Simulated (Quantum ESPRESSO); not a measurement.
**Sc under changes of volume**

One of the cells (25.253 Å³/atom); the others are scaled copies at fixed shape and fractional positions:

```
Sc
1.0
    -1.91721    1.91721    1.71760
     1.91721   -1.91721    1.71760
     1.91721    1.91721   -1.71760
Sc
1
Direct
  0.00000 0.00000 0.00000
```

This isn't the form of Sc at room conditions, which is hcp.

* Program: Quantum ESPRESSO 7.5
* Functional: PBE
* Potentials or basis: SSSP 1.3 efficiency PBE
* Cutoff: 816 eV
* Density cutoff: 3265 eV
* k mesh: 10 × 10 × 10
* Occupations: fermi-dirac, width 0.05 eV
* Spin: no spin polarisation

```tsv
volume (Å³/atom)	energy over the lowest point (meV/atom)	pressure (GPa)
23.738	8.53	2.6
24.243	?	?
24.748	0.00	0.3
25.253	0.92	-0.7
25.758	4.94	-1.7
26.264	11.82	-2.6
26.769	21.33	-3.4
```

What does the run at 24.243 Å³/atom give?

Energy over the lowest point 2.44 meV/atom; pressure 1.4 GPa.

Worked out: A Birch-Murnaghan fit of order 3 (a polynomial in V^(-2/3)) to the other rows has its minimum at 24.86 Å³/atom with B0 = V·E''(V) = 52 GPa and B' = 3.0 at fixed shape and positions, which overstates the stiffness. It gives 2.44 meV/atom at 24.243 Å³/atom, against the run's 2.44, and -dE/dV = 1.3 GPa, against 1.4.

Energies are extrapolated to zero smearing.
